**Question.** I have equations of state of rocksalt PbSe from plane-wave DFT with eleven exchange-correlation functionals, and I've covered the results for WC (Wu-Cohen). The volumes spread by almost a tenth, and the bulk modulus runs the other way. Is there a reason for this order, and is it good enough to say where WC lands before looking?

ABINIT 10.8.3, plane-wave DFT with PAW datasets for rocksalt PbSe, without spin polarisation, spin-orbit coupling or dispersion correction; 8×8×8 k mesh, cutoff 408.171 eV (816.342 eV on the fine grid), Fermi-Dirac smearing of 0.05 eV. Equilibrium volumes and bulk moduli are from fits to the energies at seven scaled volumes of the given cell (28.67 Å³/atom).

```
functional           potentials  equilibrium volume (Å³/atom)  equilibrium volume change (% of the given cell)  bulk modulus (GPa)  bulk modulus slope
       LDA  JTH PAW LDA v2.0 sp                         27.60                                           -3.720               59.20               4.360
       PBE  JTH PAW PBE v2.0 sp                         30.03                                            4.750               48.70               4.100
    PBEsol  JTH PAW PBE v2.0 sp                         28.48                                           -0.680               54.60               4.190
      AM05  JTH PAW PBE v2.0 sp                         28.75                                            0.280               51.70               4.170
      BP86  JTH PAW PBE v2.0 sp                         30.19                                            5.310               48.90               4.000
    LDA-PZ  JTH PAW LDA v2.0 sp                         27.61                                           -3.700               58.80               4.150
 LDA-Teter  JTH PAW LDA v2.0 sp                         27.63                                           -3.620               59.10               4.360
   LDA-VWN  JTH PAW LDA v2.0 sp                         27.58                                           -3.790               59.30               4.360
      PW91  JTH PAW PBE v2.0 sp                         29.92                                            4.360               49.50               4.160
     SOGGA  JTH PAW PBE v2.0 sp                         28.05                                           -2.170               55.80               4.150
        WC  JTH PAW PBE v2.0 sp                             ?                                                ?                   ?                   ?
```

**Answer.** The equilibrium volume $V_0$ is the minimum of the fitted energy curve, and the volume change is $V_0$ relative to the given cell of 28.67 Å³/atom. The bulk modulus $B_0=-V\,dP/dV$ is the stiffness at $V_0$, and the slope $B'=dB/dP$ tells how fast the solid stiffens under load. The known rows fall into three groups: four LDAs near 27.6, then SOGGA, PBEsol and AM05 from 28.05 to 28.75, then PW91, PBE and BP86 near 30 Å³/atom. The LDAs are four parametrisations of one electron gas, and their small spread is no physical trend.

**Why gradients expand the lattice.** All these functionals can be written

$$E_{xc}=\int n\,\varepsilon_x(n)\,F_{xc}(r_s,s)\,d^3r,\qquad s=\frac{|\nabla n|}{2k_F n},$$

with $n$ the density, $\varepsilon_x<0$ the exchange energy per electron of the uniform gas, $k_F=(3\pi^2 n)^{1/3}$, $r_s$ the radius of a sphere holding one electron and $s$ the reduced gradient. A GGA differs from LDA by $g(s)=F_{xc}(r_s,s)-F_{xc}(r_s,0)$, in which exchange adds and correlation subtracts. On expansion the density near the nuclei hardly moves while that between the atoms thins out, so $s$ grows there. Since $\varepsilon_x$ is negative, a rising $g$ then lowers the energy, which acts as an outward pressure $\Delta P\propto g'(s)$. This is the standard argument, and the table tests only its consequences.

The solid answers that pressure with $\Delta V/V\approx\Delta P/B$, and the fitted curves show its size. At the given cell PBE pushes outward with 2.48 GPa and LDA pulls inward with 2.07 GPa. The sum divided by a modulus near 54 GPa gives about 8 %, near the 8.8 % between the two volumes. Both numbers come from the same curves, so this is a consistency check and no test of the cause. LDA and the GGAs use different PAW datasets, so some untested part of this gap may belong to the datasets.

The pressures from the stress tensor lie up to 0.05 GPa from those of the energy fits, mostly below, as happens at fixed basis. That is about a thousandth of the modulus and so about a thousandth of the volume. The order of the three groups and of the six GGAs survives it.

**The model.** Let one point stand for the whole density. Five valence electrons per atom in 28.67 Å³, or 38.7 bohr³ each, give $r_s=(3\cdot 38.7/4\pi)^{1/3}=2.10$ bohr. Then take $V_0=a+b\,g'(s^*)$, with $g'$ from the defining formula of each functional (PW91 correlation replaced by that of PBE). I fitted $a$, $b$ and $s^*$ to PBEsol, AM05, PW91, PBE and BP86, which share the PBE datasets; the printed output after this answer lists each row.

The fit is $V_0=27.75+22.1\,g'$ at $s^*=0.79$, with a scatter of 0.07 Å³/atom. Three parameters on five rows in two clusters is a weak test, and the scatter rises about fourfold if $s^*$ is moved to 0.6 or 1.0. The good fit rests on a tuned constant, so $s^*$ is no measured property of the solid. A second model that uses the value $g(s^*)$ in place of the slope fits the same rows nearly as well. The known rows therefore don't decide between the two.

Two rows stayed outside the fit. LDA, with $g'=0$ and other datasets, comes out 0.15 Å³/atom above its table value. SOGGA exchange can be paired with a gradient coefficient $\beta$ for correlation that cancels the exchange gradient term at small $s$ ("own beta" in the output), or with the larger one of PBE: the model is 0.62 too high with the first and 0.07 too low with the second. That the run used PBE correlation is a guess, and if it's wrong the model has failed badly on one GGA of six.

**Why the modulus falls.** PbSe softens as it expands, roughly as $B\propto V^{-B'}$, and each row reports $B_0$ at its own volume. Evaluated at the common given cell, the Birch-Murnaghan curves give 50.0 GPa for LDA and 58.6 GPa for PBE, the reverse of the table. So PBE is soft in the table because it sits at a larger volume. The two effects together leave $B_0\propto V_0^{-1.81}$ over the six GGAs, much flatter than the exponent near $-4$ of a single curve.

That power law is looser than the volume model, with a scatter of 0.8 GPa, and AM05 lies 1.3 GPa below it. PW91, PBE and BP86 have only one scan point above their minimum, so the order of BP86 and PBE in $B_0$ is unresolved. The noise level shows in LDA-PZ, whose energy fit is several times rougher than that of LDA: its $B'$ drops from 4.36 to 4.15 for the same physics. The GGA fits shown range from about half as rough as that of LDA-PZ to just as rough, so their small differences in $B'$ mean little.

**Forecast for WC.** WC has PBE correlation, and its exchange is PBE-like at small $s$, rises less steeply than that of PBE near $s\approx1$ and more steeply only at large $s$. At $s^*$ its slope is $g'=0.036$, between PBEsol (0.031) and AM05 (0.048). WC should then join that group, more likely a little above PBEsol than below, far from LDA and PBE.

Worked in full, for a row outside the fit: $V_0=27.75+22.1\times0.036=28.55$ Å³/atom. The value model gives 28.80, and that disagreement dominates the error bar, $\sqrt{0.07^2+0.25^2}=0.26$. The power law turns the volume into a modulus, with the volume uncertainty added to its scatter in quadrature.

- $V_0$: range 28.4–28.8 Å³/atom ($-0.9$ to $+0.5$ % of the cell); model $28.55\pm0.26$.
- $B_0$: range 52–55 GPa, below SOGGA and well above PBE; model $53.7\pm1.2$.
- $B'$: range 4.0–4.3; only the GGA average, $4.13\pm0.07$.

The withheld rows as computed:

```
functional           potentials  equilibrium volume (Å³/atom)  equilibrium volume change (% of the given cell)  bulk modulus (GPa)  bulk modulus slope
        WC  JTH PAW PBE v2.0 sp                         28.49                                           -0.620               55.30               4.220
```

**Volume: a hit.** The computed 28.49 Å³/atom is inside the range and 0.06 below the slope model, within its scatter. The value model is 0.31 too high, so this row favours the slope: at the value model's $s^*$ WC has a larger $g$ than AM05 and still a smaller volume. The lean "a little above PBEsol" isn't confirmed, since 0.01 Å³/atom is a tie at this precision. One row supports the slope picture and doesn't establish it as the cause.

**Modulus: a miss.** The computed 55.3 GPa is below SOGGA and well above PBE, as forecast, but outside the range and 1.6 GPa, or 1.3 error bars, above the model. The volume isn't to blame, because the power law at the computed volume still gives 53.9 GPa. PBEsol already sits above the law by about half of this shortfall, partly because soft AM05 pulls the curve down in this group. For this row the nearest neighbour would have been the better guide.

The rest is that WC is 0.7 GPa stiffer than PBEsol at the same volume. A curvature should feel $g''$ as well as $g'$, and WC bends differently from PBEsol, but that link is a guess. The difference itself is more than fit noise, although such noise separates LDA from LDA-PZ by 0.4 GPa. The stress pressures don't pass through the energy fit, and between the scan points on either side of the given cell they fall by 2.17 GPa for WC and 2.13 GPa for PBEsol, which again makes WC stiffer by about 0.8 GPa. The slope $B'=4.22$ is inside its range and 1.3 error bars above the average, a distance at the level of the fit noise.

**A neighbouring case.** The tie with PBEsol belongs to the gradients that matter in this solid. In a more ionic crystal such as an alkali halide, the density falls very low between the closed-shell ions, and larger $s$ should count for more. WC exchange rises more steeply there than that of PBEsol, so WC may move away from PBEsol towards PBE, which is untested here. Within this table all rows share frozen Pb 5d states and lack spin-orbit coupling, and WC, like five other GGAs, runs on PBE cores, so the order is one among calculations and names no best functional. The gap shrinks on compression, and in SOGGA it falls to 0.03 eV and then grows again, a sign that the band edges have crossed. In several rows it is smaller than the smearing width at the smallest volume; the effect on the fits is untested.

As a working rule for PbSe at these settings, the family of the functional fixes the volume, with about 9 % between LDA and PBE and the PBEsol-type group in between. Compare moduli only together with the volume they refer to, and treat a difference of under about 1 GPa between two GGAs as unresolved unless the stress pressures show it too.

The analysis program printed:

```
functional  V0 A^3  B0 GPa   B'   | at 28.67 A^3: P fit, P stress, B (GPa)
LDA-VWN     27.58   59.3   4.36  |  -2.11  -2.11   49.9
LDA         27.60   59.2   4.36  |  -2.07  -2.07   50.0
LDA-PZ      27.61   58.8   4.15  |  -2.05  -2.07   50.1
LDA-Teter   27.63   59.1   4.36  |  -2.02  -2.01   50.1
SOGGA       28.05   55.8   4.15  |  -1.17  -1.19   50.9
PBEsol      28.48   54.6   4.19  |  -0.36  -0.39   53.1
AM05        28.75   51.7   4.17  |   0.14   0.11   52.3
PW91        29.92   49.5   4.16  |   2.31   2.27   58.9
PBE         30.03   48.7   4.10  |   2.48   2.44   58.6
BP86        30.19   48.9   4.00  |   2.80   2.75   59.8
LDA spread of V0 0.05 A^3; PBE over LDA: V0 +8.8 %, B0 -17.7 %, B at common volume +17.3 %
largest gap of P fit and P stress 0.05 GPa; rs = 2.10 bohr; table rounding 0.005 A^3, 0.05 GPa
slope model: s* = 0.79, V0 = 27.75 + 22.1 x, scatter 0.07 A^3 (5 rows, 3 parameters)
value model: s* = 1.56, V0 = 27.37 + 17.1 x, scatter 0.09 A^3 (5 rows, 3 parameters)
row (* not fitted)   g'(s*)  V0 model  model-table |  g(s*)  V0 model  model-table
PBEsol               0.031    28.44    -0.04 |    0.068    28.54    +0.06
AM05                 0.048    28.81    +0.06 |    0.077    28.68    -0.07
PW91                 0.095    29.85    -0.07 |    0.154    29.99    +0.07
PBE                  0.104    30.04    +0.01 |    0.153    29.98    -0.05
BP86                 0.112    30.22    +0.03 |    0.164    30.17    -0.02
SOGGA own beta *     0.041    28.67    +0.62 |    0.074    28.64    +0.59
SOGGA PBE beta *     0.010    27.98    -0.07 |    0.045    28.14    +0.09
LDA *                0.000    27.75    +0.15 |    0.000    27.37    -0.23
six GGAs: B0 ~ V0^-1.81 (one fixed curve would give about -B' = -4.13), scatter 0.80 GPa
B0 power law minus table, GPa: PBE +0.3, PBEsol -0.7, AM05 +1.3, BP86 -0.4, PW91 -0.2, SOGGA -0.4
WC: g' = 0.036, slope model V0 28.55; g = 0.084, value model V0 28.80 A^3
slope model at fixed s (V0, scatter): 0.6: 28.89, 0.29, 0.8: 28.54, 0.08, 1.0: 28.46, 0.27, 1.2: 28.62, 0.40, 1.5: 29.10, 0.37
WC V0, A^3/atom      predicted 28.55 +- 0.26, computed 28.49, miss +0.06 (0.2 error bars)
WC volume change, %  predicted -0.42 +- 0.92, computed -0.62, miss +0.20 (0.2 error bars)
WC B0, GPa           predicted 53.69 +- 1.21, computed 55.30, miss -1.61 (1.3 error bars)
WC B' (GGA mean)     predicted 4.13 +- 0.07, computed 4.22, miss -0.09 (1.3 error bars)
WC computed V0 minus PBEsol +0.01, minus AM05 -0.26, value model miss +0.31 A^3
WC B0 from power law at computed V0 53.9 GPa, miss -1.4; B0 minus PBEsol +0.7 GPa
```
